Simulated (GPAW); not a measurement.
Runs of GPAW 26.7.0 on CoO. Symmetry: Fm-3m, No. 225, cubic system. Conventional cell: a = 4.263 Å, b = 4.263 Å, c = 4.263 Å, α = 90.00°, β = 90.00°, γ = 90.00°. Co (site symmetry m-3m) is surrounded by 6 O at 2.13 Å. O (site symmetry m-3m) has 6 Co at 2.13 Å as nearest neighbours. 

```tsv
cell	target pressure	gap on the mesh (eV)	pressure (GPa)	moment (μB)
relaxed to 20 GPa	20 GPa	none	20.0	1.74
relaxed to 30 GPa	30 GPa	none	30.0	1.72
relaxed to 10 GPa	10 GPa	none	9.8	1.78
relaxed to 5 GPa	5 GPa	none	4.9	(a)
relaxed to 2 GPa	2 GPa	none	2.1	(b)
```

Alike in all rows: task relaxation of cell and atoms; level LDA; potentials or basis the program's PAW data sets (release 1.2.1) made for this functional, pw; spin collinear, ferromagnetic start; k mesh 8 × 8 × 8; cutoff (eV) 800; smearing fermi-dirac 0.05 eV.

**Question.** Estimate the missing entries.

**Answer.** (a) 1.86; (b) 1.94.

Caveats: each step starts from the last one's moments, so a moment once lost doesn't come back; later steps reuse the first step's grids; a cell with one magnetic atom can't hold antiferromagnetic order, which such compounds often take; semilocal functionals often make such compounds metallic where correlation or magnetic order opens a gap, which also shifts bond lengths.

A gap of «none» marks a metal or a gap under the smearing width.
